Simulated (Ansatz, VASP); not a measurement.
# TiO2: VASP beside Ansatz

The input INCAR:

```
  ALGO = Normal
  EDIFF = 1E-6
  ENCUT = 520
  GGA = PE
  ISIF = 2
  ISMEAR = 0
  LASPH = True
  LCHARG = False
  LREAL = False
  LWAVE = False
  NBANDS = 33
  NELM = 100
  PREC = Accurate
  SIGMA = 0.05
```

File KPOINTS:

```
k-points
0
Gamma
  6 6 10
```

Contents of POSCAR:

```
TiO2
1.0
    4.5351000000      0.0000000000      0.0000000000
    0.0000000000      4.5351000000      0.0000000000
    0.0000000000      0.0000000000      2.9638636879
Ti O
2 4
Direct
    0.0000000000      0.0000000000      0.0000000000
    0.5000000000      0.5000000000      0.5000000000
    0.3050970583      0.3050970583      0.0000000000
    0.1949029417      0.8050970583      0.5000000000
    0.6949029417      0.6949029417      0.0000000000
    0.8050970583      0.1949029417      0.5000000000
```

Input for Ansatz:

```yaml
crystal:
  lattice:
    - [4.5351, 0.0, 0.0]
    - [0.0, 4.5351, 0.0]
    - [0.0, 0.0, 2.9638636879]
  atoms:
    - { symbol: Ti, position: [0.0, 0.0, 0.0] }
    - { symbol: Ti, position: [0.5, 0.5, 0.5] }
    - { symbol: O, position: [0.3050970583, 0.3050970583, 0.0] }
    - { symbol: O, position: [0.1949029417, 0.8050970583, 0.5] }
    - { symbol: O, position: [0.6949029417, 0.6949029417, 0.0] }
    - { symbol: O, position: [0.8050970583, 0.1949029417, 0.5] }
basis:
  ecutwfc: 520.0
kpoints:
  mp_grid: { grid: [6, 6, 10] }
hamiltonian:
  xc: pbe
  pseudopotentials: { kind: paw, azcp: { folder: soft_1 } }
scf:
  occupations: { method: gaussian, width: 0.05 }
output:
  forces: true
  stress: true
  eigenvalues: true
```

Alike in both runs: task single point; functional PBE; k mesh 6 × 6 × 10; occupations gaussian, width 0.05 eV; no spin polarisation.

```csv
,VASP,Ansatz
version,VASP 6.6.1,Ansatz 0.2.0
potentials or method,"VASP PAW PBE potentials, release 64 (Ti_sv, O)","scalar-relativistic, plane waves, PAW"
plane-wave cutoff (eV),520,520
valence electrons in the cell,48,48
```

Ansatz gave:

* gap on the k mesh at the Fermi level (eV): 1.94
* least direct gap on the mesh (eV): 1.94
* pressure (GPa): 10.8
* largest component of the traceless stress (GPa): 2.25
* rms of the force components (eV/Å): 0.099

What did VASP give for the same quantities?

gap on the k mesh at the Fermi level (eV): 1.91; least direct gap on the mesh (eV): 1.91; pressure (GPa): 11.5; largest component of the traceless stress (GPa): 2.03; rms of the force components (eV/Å): 0.109.

Atom by atom the forces differ by 0.010 eV/Å (rms over components). With one functional, cell and mesh, what is left measures potentials, basis and numerics.

A k mesh can miss the band edges.
